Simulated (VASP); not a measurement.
# BN (Fmm2) in VASP: notebook

One crystal, BN, is run at these levels: PBE, r2SCAN; tasks: band structure, dielectric tensor, G0W0 quasiparticle levels.

Everything below comes from runs of VASP 6.6.1. Logs are shortened: lines on timing, memory, paths and dates and some standing lists are left out, and cuts for length are marked.

## Step 1: The crystal as given

Symmetry: Fmm2, No. 42, orthorhombic system. Conventional cell: a = 2.503 Å, b = 6.991 Å, c = 4.332 Å, α = 90.00°, β = 90.00°, γ = 90.00°. Around N (site symmetry mm2) lie 3 B at 1.44 Å. Around B (site symmetry mm2) lie 3 N at 1.44 Å.

Measurements of this composition are mostly on another form, of space group No. 194.

## Step 2: Band structure, PBE

Input file INCAR:

```
SYSTEM = BN
ALGO = Fast
EDIFF = 1E-7
ENCUT = 450
GGA = PE
ISIF = 2
ISMEAR = 0
LASPH = .True.
LCHARG = .False.
LREAL = .False.
LWAVE = .False.
NELM = 100
PREC = Accurate
SIGMA = 0.02
```

Input file KPOINTS:

```
k-points
0
Gamma
  12 12 12
  0 0 0
```

Input file POSCAR:

```
BN
1.0
    0.0000000000      3.4953158300      2.1660912400
    1.2516321000      0.0000000000      2.1660912400
    1.2516321000      3.4953158300      0.0000000000
N B
1 1
Direct
    0.6666513400      0.6666513400      0.3333486600
    0.0000486500      0.0000486500      0.9999513500
```

Input file KPOINTS_OPT:

```
path GYTZGXA1Y,TX1,XAZ,LG
20
line-mode
reciprocal
 0.0000000000  0.0000000000  0.0000000000  G
-0.5000000000 -0.5000000000  0.0000000000  Y

-0.5000000000 -0.5000000000  0.0000000000  Y
-1.0000000000 -0.5000000000 -0.5000000000  T

-1.0000000000 -0.5000000000 -0.5000000000  T
-0.5000000000  0.0000000000 -0.5000000000  Z

-0.5000000000  0.0000000000 -0.5000000000  Z
 0.0000000000  0.0000000000  0.0000000000  G

 0.0000000000  0.0000000000  0.0000000000  G
 0.0000000000 -0.3655286517 -0.3655286517  X

 0.0000000000 -0.3655286517 -0.3655286517  X
-0.5000000000 -0.6985850042 -0.1985850042  A1

-0.5000000000 -0.6985850042 -0.1985850042  A1
-0.5000000000 -0.5000000000  0.0000000000  Y

-1.0000000000 -0.5000000000 -0.5000000000  T
-1.0000000000 -0.6344713483 -0.6344713483  X1

 0.0000000000 -0.3655286517 -0.3655286517  X
-0.5000000000 -0.3014149958 -0.8014149958  A

-0.5000000000 -0.3014149958 -0.8014149958  A
-0.5000000000  0.0000000000 -0.5000000000  Z

-0.5000000000 -0.5000000000 -0.5000000000  L
 0.0000000000  0.0000000000  0.0000000000  G
```

Potentials or basis: VASP PAW PBE potentials, release 64 (N_GW, B_GW).

Command:

```
cat potpaw_PBE.64/N_GW/POTCAR potpaw_PBE.64/B_GW/POTCAR > POTCAR
mpirun -np 1 vasp_std > vasp.out
```

OUTCAR:

```text
SYSTEM = BN
   EDIFF = 1E-7
   ENCUT = 450
   GGA = PE
   ISIF = 2
   ISMEAR = 0
   LASPH = .True.
   LREAL = .False.
   NELM = 100
   PREC = Accurate

 ion  position               nearest neighbor table
   1  0.667  0.667  0.333-   2 1.44   2 1.44   2 1.44
   2  0.000  0.000  1.000-   1 1.44   1 1.44   1 1.44

  LATTYP: Found a face centered orthorhombic cell.
 ALAT       =     2.5032642000
 B/A-ratio  =     1.7306133647
 C/A-ratio  =     2.7926064137

  Lattice vectors:

 A1 = (   0.0000000000,   3.4953158300,   2.1660912400)
 A2 = (  -1.2516321000,   3.4953158300,   0.0000000000)
 A3 = (  -1.2516321000,   0.0000000000,   2.1660912400)

Analysis of symmetry for initial positions (statically):
=====================================================================
 Subroutine PRICEL returns:
 Original cell was already a primitive cell.

 Routine SETGRP: Setting up the symmetry group for a
 face centered orthorhombic supercell.

 Subroutine GETGRP returns: Found  4 space group operations
 (whereof  4 operations were pure point group operations)
 out of a pool of  8 trial point group operations.

The static configuration has the point symmetry C_2v.

Analysis of symmetry for dynamics (positions and initial velocities):
=====================================================================
 Subroutine PRICEL returns:
 Original cell was already a primitive cell.

 Routine SETGRP: Setting up the symmetry group for a
 face centered orthorhombic supercell.

 Subroutine GETGRP returns: Found  4 space group operations
 (whereof  4 operations were pure point group operations)
 out of a pool of  8 trial point group operations.

The dynamic configuration has the point symmetry C_2v.

 Subroutine INISYM returns: Found  4 space group operations
 (whereof  4 operations are pure point group operations),
 and found     1 'primitive' translations

----------------------------------------------------------------------------------------

                                     Primitive cell

  volume of cell :      18.9526

  direct lattice vectors                    reciprocal lattice vectors
     0.000000000  3.495315830  2.166091240    -0.399478409  0.143048590  0.230830535
     1.251632100  0.000000000  2.166091240     0.399478409 -0.143048590  0.230830535
     1.251632100  3.495315830  0.000000000     0.399478409  0.143048590 -0.230830535

  length of vectors
     4.112077822  2.501706252  3.712656147     0.483041027  0.483041027  0.483041027

  position of ions in fractional coordinates (direct lattice)
     0.666651340  0.666651340  0.333348660
     0.000048650  0.000048650  0.999951350

  ion indices of the primitive-cell ions
   primitive index   ion index
                 1           1
                 2           2

----------------------------------------------------------------------------------------

 KPOINTS: k-points

Automatic generation of k-mesh.
 Grid dimensions read from file:
 generate k-points for:   12   12   12

 Generating k-lattice:

  Cartesian coordinates                     Fractional coordinates (reciprocal lattice)
    -0.033289867  0.011920716  0.019235878     0.083333333  0.000000000  0.000000000
     0.033289867 -0.011920716  0.019235878     0.000000000  0.083333333  0.000000000
     0.033289867  0.011920716 -0.019235878     0.000000000  0.000000000  0.083333333

  Length of vectors
     0.040253419  0.040253419  0.040253419

  Shift w.r.t. Gamma in fractional coordinates (k-lattice)
     0.000000000  0.000000000  0.000000000

 Subroutine IBZKPT returns following result:
 ===========================================

 Found    280 irreducible k-points:

 Following reciprocal coordinates:
            Coordinates               Weight
  0.000000  0.000000  0.000000      1.000000
  0.083333  0.000000 -0.000000      8.000000
  0.166667  0.000000 -0.000000      8.000000
  0.250000  0.000000  0.000000      8.000000
  0.333333  0.000000  0.000000      8.000000
  0.416667  0.000000 -0.000000      8.000000
[... 16 lines left out ...]
  0.500000  0.166667  0.000000      8.000000
 -0.416667  0.166667  0.000000      8.000000
 [... further k-points ...]
   k-points           NKPTS =    280   k-points in BZ     NKDIM =    280   number of bands    NBANDS=      8
   number of dos      NEDOS =    301   number of ions     NIONS =      2
   total plane-waves  NPLWV =  14112
   dimension x,y,z NGX =    28 NGY =   18 NGZ =   28
   dimension x,y,z NGXF=    56 NGYF=   36 NGZF=   56
   ions per type =               1   1
   NGX,Y,Z   is equivalent  to a cutoff of  11.32, 11.96, 12.54 a.u.
   NGXF,Y,Z  is equivalent  to a cutoff of  22.64, 23.92, 25.08 a.u.
 SYSTEM =  BN
   PREC   = accura    normal or accurate (medium, high low for compatibility)
   ISTART =      0    job   : 0-new  1-cont  2-samecut
   ICHARG =      2    charge: 1-file 2-atom 10-const
   ISPIN  =      1    spin polarized calculation?
   LNONCOLLINEAR =      F non collinear calculations
   LSORBIT =      F    spin-orbit coupling
   LASPH  =      T    aspherical Exc in radial PAW
   ENCUT  =  450.0 eV  33.07 Ry    5.75 a.u.   7.11  4.33  6.42*2*pi/ulx,y,z
   NELM   =    100;   NELMIN=  2; NELMDL= -5     # of ELM steps
   EDIFF  = 0.1E-06   stopping-criterion for ELM
   LREAL  =      F    real-space projection
   EDIFFG = 0.1E-05   stopping-criterion for IOM
   NSW    =      0    number of steps for IOM
   IBRION =     -1    ionic relax: 0-MD 1-quasi-New 2-CG
   NFREE  =      0    steps in history (QN), initial steepest desc. (CG)
   ISIF   =      2    stress and relaxation
   ISYM   =      2    0-nonsym 1-usesym 2-fastsym
   POTIM  = 0.5000    time-step for ionic-motion
   TEBEG  =    0.0;   TEEND  =   0.0 temperature during run
   PSTRESS=    0.0 pullay stress
   NELECT =       8.0000    total number of electrons
   NUPDOWN=      -1.0000    fix difference up-down
   EMIN   =  10.00;   EMAX   =-10.00  energy-range for DOS
   EFERMI =   0.00;   METHOD = LEGACY
   ISMEAR =     0;   SIGMA  =   0.02  broadening in eV -4-tet -1-fermi 0-gaus
   EFERMI_NEDOS =   21; number of points for ismear=-14 and -15
   IALGO  =     68    algorithm
   IMIX   =      4    mixing-type and parameters
     AMIX     =   0.40;   BMIX     =  1.00
     AMIX_MAG =   1.60;   BMIX_MAG =  1.00
  volume/ion in A,a.u.               =       9.48        63.95
  Fermi-wavevector in a.u.,A,eV,Ry     =   1.228047  2.320672 20.518928  1.508099
  Thomas-Fermi vector in A             =   2.362987
   LORBIT       =      0    0 simple, 1 ext, 2 COOP (PROOUT), +10 PAW based schemes
   GGA     = PE    functional components
   LHFCALC =     F    Hartree Fock is set to
   AEXX    =    0.0000 exact exchange contribution
   IVDW    =     0    specifies the selected vdW correction
   LEPSILON=     F    determine dielectric tensor
   LRPA    =     F    only Hartree local field effects (RPA)
 non-spin polarized calculation
 RMM-DIIS sequential band-by-band and
 Gauss-broadening in eV      SIGMA  =   0.02
  energy-cutoff  :      450.00
  volume of cell :       18.95
 maximum number of plane-waves:       431
   NGX = 15   NGY =  9   NGZ = 13

 number of electron       8.0000001 magnetization

 Free energy of the ion-electron system (eV)
  ---------------------------------------------------
  ext. energy  EPLUGINS =         0.00000000
  ---------------------------------------------------
  free energy    TOTEN  =       -17.59066493 eV

  energy without entropy =      -17.59066493  energy(sigma->0) =      -17.59066493

 E-fermi :   2.1341     XC(G=0):  -9.6861

 val. band max:        2.0178595733   @ k =   0.5000  -0.3333   0.1667
 cond. band min:       5.8708197891   @ k =   0.0000   0.5000   0.5000
 fundamental gap:      3.8529602157
 Fermi energy:         2.1340595986

 k-point     1 :       0.0000    0.0000    0.0000
  band No.  band energies     occupation
      1     -15.8570      2.00000
      2      -2.4618      2.00000
      3       0.5939      2.00000
      4       0.6015      2.00000
      5       6.8797      0.00000
      6      13.5359      0.00000
      7      13.5956      0.00000
      8      15.0020      0.00000

 k-point     2 :       0.0833    0.0000   -0.0000
  band No.  band energies     occupation
      1     -15.7182      2.00000
      2      -2.3260      2.00000
      3       0.0372      2.00000
      4       0.3384      2.00000
      5       7.1943      0.00000
      6      13.5009      0.00000
      7      14.1465      0.00000
      8      14.5185      0.00000

 k-point     3 :       0.1667    0.0000   -0.0000
  band No.  band energies     occupation
      1     -15.3106      2.00000
      2      -1.9269      2.00000
      3      -1.3677      2.00000
      4      -0.2915      2.00000
      5       8.0273      0.00000
      6      13.1910      0.00000
      7      13.3647      0.00000
      8      15.7600      0.00000

 k-point     4 :       0.2500    0.0000    0.0000
  band No.  band energies     occupation
      1     -14.6631      2.00000
      2      -3.1665      2.00000
      3      -1.2472      2.00000
      4      -1.0218      2.00000
      5       9.1141      0.00000
      6      11.5203      0.00000
      7      13.2074      0.00000
      8      18.0388      0.00000

 k-point     5 :       0.3333    0.0000    0.0000
  band No.  band energies     occupation
      1     -13.8475      2.00000
      2      -4.9478      2.00000
      3      -1.6499      2.00000
      4      -0.3695      2.00000
      5       8.8947      0.00000
      6      11.0895      0.00000
      7      13.3590      0.00000
      8      20.5717      0.00000
[... 177 lines left out ...]
 k-point    22 :       0.4167    0.1667    0.0000
  band No.  band energies     occupation
      1     -13.5332      2.00000
      2      -4.9558      2.00000
      3      -2.8728      2.00000
      4       0.2042      2.00000
      5       8.8460      0.00000
      6      11.4476      0.00000
      7      14.7656      0.00000
      8      17.7544      0.00000

 k-point    23 :       0.5000    0.1667    0.0000
  band No.  band energies     occupation
      1     -12.7787      2.00000
      2      -6.1453      2.00000
      3      -3.3966      2.00000
      4       1.0407      2.00000
      5       7.3969      0.00000
      6      12.8756      0.00000
      7      15.0474      0.00000
      8      17.3062      0.00000

 k-point    24 :      -0.4167    0.1667    0.0000
  band No.  band energies     occupation
      1     -12.4238      2.00000
      2      -6.6574      2.00000
      3      -3.5642      2.00000
      4       1.3735      2.00000
      5       6.7561      0.00000
      6      13.5342      0.00000
      7      15.4429      0.00000
      8      17.1332      0.00000

 [... further k-points ...]
[... 5 lines left out ...]
  --------------------------------------------------------------------------------------
  -------------------------------------------------------------------------------------
  Total        0.1309559     -0.0868071      0.1351104      0.0000000      0.0000000      0.0000000
  in kB       11.0704629     -7.3383110     11.4216702      0.0000000      0.0000000      0.0000000
  external PRESSURE =       5.0512740 kB  Pullay stress =       0.0000000 kB

 VOLUME and BASIS-vectors are now :
 -----------------------------------------------------------------------------
  energy-cutoff  :      450.00
  volume of cell :       18.95
      direct lattice vectors                 reciprocal lattice vectors
     0.000000000  3.495315830  2.166091240    -0.399478409  0.143048590  0.230830535
     1.251632100  0.000000000  2.166091240     0.399478409 -0.143048590  0.230830535
     1.251632100  3.495315830  0.000000000     0.399478409  0.143048590 -0.230830535

 POSITION                                       TOTAL-FORCE (eV/Angst)
 -----------------------------------------------------------------------------------
      1.25163      3.49532      2.88806         0.000000      0.000000     -0.009403
      1.25163      3.49532      0.00021         0.000000      0.000000      0.009403
 -----------------------------------------------------------------------------------
    total drift:                                0.000002     -0.000001      0.000096

  FREE ENERGIE OF THE ION-ELECTRON SYSTEM (eV)
  ---------------------------------------------------
  free  energy   TOTEN  =       -17.5906649306 eV

  energy  without entropy=      -17.5906649306  energy(sigma->0) =      -17.59066493
```

Run time: 2.4 min. Hardware: 1 thread of AMD EPYC, shared host; peak memory 0.15 GiB.

What came out:

* Free energy: -17.5907 eV
* Largest force: 0.009 eV/Å
* Band gap on the k mesh: 3.85 eV, indirect (least direct gap 4.56 eV)
* Band gap along the path: 3.78 eV, indirect (least direct gap 4.56 eV)

Forces in eV/Å, atoms in the order of the input:
```
N    0.000  0.000 -0.009
B    0.000  0.000  0.009
```

Levels at the corners of the path, in eV from the valence-band top:
```csv
point,band 2,band 3,band 4,band 5,band 6,band 7
Γ,-4.55,-1.49,-1.48,4.79,11.45,11.51
Y,-9.15,-4.28,-0.59,5.71,9.34,12.18
Y,-9.15,-4.28,-0.59,5.71,9.34,12.18
T,-8.97,-4.32,-1.52,3.78,9.83,14.44
T,-8.97,-4.32,-1.52,3.78,9.83,14.44
Z,-6.18,-1.51,-1.48,9.51,11.40,11.47
Z,-6.18,-1.51,-1.48,9.51,11.40,11.47
Γ,-4.55,-1.49,-1.48,4.79,11.45,11.51
Γ,-4.55,-1.49,-1.48,4.79,11.45,11.51
X,-8.21,-6.95,-0.58,4.16,12.28,13.50
X,-8.21,-6.95,-0.58,4.16,12.28,13.50
A1,-8.15,-7.08,-0.47,4.94,12.97,13.62
A1,-8.15,-7.08,-0.47,4.94,12.97,13.62
Y,-9.15,-4.28,-0.59,5.71,9.34,12.18
T,-8.97,-4.32,-1.52,3.78,9.83,14.44
X1,-8.21,-6.95,-0.58,4.16,12.28,13.50
X,-8.21,-6.95,-0.58,4.16,12.28,13.50
A,-8.15,-7.08,-0.47,4.94,12.97,13.62
A,-8.15,-7.08,-0.47,4.94,12.97,13.62
Z,-6.18,-1.51,-1.48,9.51,11.40,11.47
L,-9.06,-4.29,-1.08,4.57,9.75,13.26
Γ,-4.55,-1.49,-1.48,4.79,11.45,11.51
```

Caveat: the cutoff is under 1.25 times the usual one of these potentials, so pressure, stress and relaxed cells hold a basis-set (Pulay) error.

## Step 3: Dielectric tensor, PBE

Input file INCAR:

```
ALGO = Fast ; EDIFF = 1E-8
ENCUT = 520 ; GGA = PE
ISIF = 2 ; ISMEAR = 0
LASPH = T ; LCHARG = F
LEPSILON = T ; LREAL = F
LWAVE = F ; NELM = 100
PREC = Accurate ; SIGMA = 0.02
```

Input file KPOINTS:

```
k-points
0
Gamma
  12 12 12
```

POSCAR is that of step 2.

Potentials or basis: VASP PAW PBE potentials, release 64 (N, B).

Command:

```
cat potpaw_PBE.64/N/POTCAR potpaw_PBE.64/B/POTCAR > POTCAR
mpirun -np 1 vasp_std > vasp.out
```

OUTCAR:

```text
EDIFF = 1E-8
   ENCUT = 520
   GGA = PE
   ISIF = 2
   ISMEAR = 0
   LASPH = T
   LEPSILON = T
   LREAL = F
   NELM = 100
   PREC = Accurate

 ion  position               nearest neighbor table
   1  0.667  0.667  0.333-   2 1.44   2 1.44   2 1.44
   2  0.000  0.000  1.000-   1 1.44   1 1.44   1 1.44

  LATTYP: Found a face centered orthorhombic cell.
 ALAT       =     2.5032642000
 B/A-ratio  =     1.7306133647
 C/A-ratio  =     2.7926064137

  Lattice vectors:

 A1 = (   0.0000000000,   3.4953158300,   2.1660912400)
 A2 = (  -1.2516321000,   3.4953158300,   0.0000000000)
[... 514 lines left out ...]
 -----------------------------------------------------------------------------
    -1.05879  0.00000  0.00000
     0.00000 -0.01834  0.00000
     0.00000  0.00000  1.07290

 MACROSCOPIC STATIC DIELECTRIC TENSOR (including local field effects in DFT)
 ------------------------------------------------------
           4.590738     0.000000     0.000000
           0.000000     2.449417     0.000000
           0.000000     0.000000     4.610257
 ------------------------------------------------------

 PIEZOELECTRIC TENSOR (including local field effects)  for field in x, y, z        (e  Angst)
          XX          YY          ZZ          XY          YZ          ZX
  --------------------------------------------------------------------------------
  x     0.00000     0.00000     0.00000     0.00000     0.00000    -1.25714
  y     0.00000     0.00000     0.00000     0.00000    -0.04110     0.00000
  z    -1.25248    -0.02170     1.26916     0.00000     0.00000     0.00000

 PIEZOELECTRIC TENSOR (including local field effects)  for field in x, y, z        (C/m^2)
          XX          YY          ZZ          XY          YZ          ZX
  --------------------------------------------------------------------------------
  x     0.00000     0.00000     0.00000     0.00000     0.00000    -1.06273
  y     0.00000     0.00000     0.00000     0.00000    -0.03474     0.00000
  z    -1.05879    -0.01834     1.07290     0.00000     0.00000     0.00000

 BORN EFFECTIVE CHARGES (including local field effects) (in |e|, cummulative output)
 ---------------------------------------------------------------------------------
 ion    1
    1    -2.70535     0.00000     0.00000
    2     0.00000    -0.62629     0.00000
    3     0.00000     0.00000    -2.70486
 ion    2
    1     2.70535     0.00000     0.00000
    2     0.00000     0.62629     0.00000
    3     0.00000     0.00000     2.70486
```

Wall time 14 min (1 thread of AMD EPYC, shared host); peak memory 0.34 GiB.

Results:

- Band gap on the k mesh: 3.84 eV, indirect (least direct gap 4.55 eV)
- Electronic dielectric tensor (diagonal): 4.59, 2.45, 4.61
- Born charges (mean of the diagonal): N -2.01; B +2.01 e

Electronic dielectric tensor:
```
4.59 0.00 0.00
0.00 2.45 0.00
0.00 0.00 4.61
```

Born effective charge tensors (e):
atom 1, N
```
-2.71  0.00  0.00
 0.00 -0.63  0.00
 0.00  0.00 -2.70
```
atom 2, B
```
2.71 0.00 0.00
0.00 0.63 0.00
0.00 0.00 2.70
```

(Continued in part 2 of 2.)
